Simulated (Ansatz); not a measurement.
Convergence notes, G0W0 on GaN (NiAs type)

GaN (NiAs type), relaxed with r2SCAN; one-shot G0W0 in Ansatz without spin-orbit coupling. No spin polarisation and no zero-point or thermal motion; the cell was built from a prototype and may be hypothetical.

```
Ga N
1.0
     2.96720    0.00000    0.00000
    -1.48360    2.56967    0.00000
     0.00000    0.00000    5.03293
Ga N
2 2
Direct
  0.00000 0.00000 0.00000
  0.00000 0.00000 0.50000
  0.33333 0.66667 0.25000
  0.66667 0.33333 0.75000
```

Gaps are read over the mesh points alone. G0W0 here is at a finite number of bands, screening cutoff and k mesh, not at the basis limit.
```tsv
start	potentials	frequency model	mesh	empty bands	screening cutoff (eV)	Kohn-Sham gap (eV)	G0W0 gap (eV)	rough cost
PBE	PAW	contour deformation	6×6×4	62	80	1.33	2.12	28 core-seconds
PBE	PAW	contour deformation	6×6×4	144	140	1.33	2.12	80 core-seconds
PBE	PAW	contour deformation	6×6×4	265	210	1.33	2.03	4 core-minutes
HSE06	PAW	contour deformation	6×6×4	144	140	2.67	2.73	2.4 core-minutes
LDA	PAW	contour deformation	6×6×4	144	140	1.06	2.15	80 core-seconds
r2SCAN	PAW	contour deformation	6×6×4	144	140	1.90	2.37	90 core-seconds
PBE	PAW	Godby-Needs pole	6×6×4	144	140	1.33	2.12	90 core-seconds
PBE	PAW	contour deformation	9×9×4	62	80	1.34	2.15	110 core-seconds
PBE	norm-conserving	contour deformation	6×6×4	144	140	1.31	2.16	3 core-minutes
```

The quasiparticle gap on this mesh is 2.03 eV (Γ–M (0.33 of the way from Γ) to K), against 1.33 eV from PBE: +0.70 eV. Renormalisation factors Z lie between 0.74 and 0.82.

Raising bands and cutoff together moves the gap by 0.00 eV (80 to 140 eV), then -0.09 eV (140 to 210 eV); the last step is still large, so the basis limit isn't reached. Starting from HSE06 (2.67 eV against PBE's 1.33 eV) gives 2.73 eV, +0.61 eV from G0W0@PBE at the same screening cutoff. Starting from LDA (1.06 eV against PBE's 1.33 eV) gives 2.15 eV, +0.03 eV from G0W0@PBE at the same screening cutoff. Starting from r2SCAN (1.90 eV against PBE's 1.33 eV) gives 2.37 eV, +0.25 eV from G0W0@PBE at the same screening cutoff. The Godby-Needs plasmon pole differs from contour deformation by 0.00 eV. A 9×9×4 mesh in place of 6×6×4 changes the opening over PBE by +0.01 eV (the gap on the mesh by +0.03 eV). Norm-conserving potentials (wave cutoff 1240 eV against 420 eV) shift the quasiparticle gap by +0.04 eV and the PBE gap by -0.02 eV. r2SCAN runs take a wave cutoff of 500 eV.

With a shallow d shell on the cation, G0W0 converges slowly in bands and cutoff, so these values are in doubt.
